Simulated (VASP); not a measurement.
Write the native input for VASP 6.6.1 that does the following.

| Quantity | Value |
| --- | --- |
| Task | relaxation of cell and atoms |
| Functional | r2SCAN |
| Potentials or basis | VASP PAW PBE potentials, release 64 (Si, Mg) |
| Cutoff | 600 eV |
| k mesh | 8 × 8 × 8 |
| Occupations | gaussian, width 0.02 eV |
| Spin | no spin polarisation |
| Further INCAR settings | ALGO = Normal; EDIFF = 1e-06; IBRION = 2; EDIFFG = -0.005; NSW = 40; ISIF = 3 |

The structure of Mg2Si lies in POSCAR:

```
Mg2Si
1.0
    0.0000000000      3.1650000000      3.1650000000
    3.1650000000      0.0000000000      3.1650000000
    3.1650000000      3.1650000000      0.0000000000
Si Mg
1 2
Direct
    0.0000000000      0.0000000000      0.0000000000
    0.2500000000      0.2500000000      0.2500000000
    0.7500000000      0.7500000000      0.7500000000
```

The cell was built by a generator and needn't be a form met in nature.

The input as run:

INCAR

```
SYSTEM = Mg2Si
PREC = Accurate ; ENCUT = 600
EDIFF = 1E-6 ; ISMEAR = 0
SIGMA = 0.02 ; LREAL = .False.
LASPH = .True. ; NELM = 120
ALGO = Normal ; ISIF = 3
LWAVE = .False. ; LCHARG = .False.
METAGGA = R2SCAN ; LMIXTAU = .True.
IBRION = 2 ; NSW = 40
EDIFFG = -0.005
```

KPOINTS

```
Automatic mesh
0
Gamma
  8 8 8
  0 0 0
```

Potentials or basis: VASP PAW PBE potentials, release 64 (Si, Mg).

Run with:

```sh
$ cat potpaw_PBE.64/Si/POTCAR potpaw_PBE.64/Mg/POTCAR > POTCAR
$ mpirun -np 1 vasp_std > vasp.out
```

It gave:

| Property | Result |
| --- | --- |
| Relaxed volume | 21.11 Å³/atom |
| Relaxed cell | a = 4.474 Å, b = 4.474 Å, c = 4.474 Å, α = 60.00°, β = 60.00°, γ = 60.00° |
| Space group after relaxing (to 0.05 Å) | Fm-3m (No. 225) |
| Energy gained by relaxing | 0.0 meV/atom |
| Ionic steps | 2 |
| Pressure after relaxing | 0.0 GPa |
| Band gap on the k mesh | 0.44 eV, indirect (least direct gap 2.49 eV) |

Caveat: the PAW data sets were made with another functional, which shifts forces and pressure a little.

Wall time 50 s on 1 thread of Intel(R) Xeon(R) 6975P-C (Granite Rapids), with other jobs on the host, peak memory 0.23 GiB.
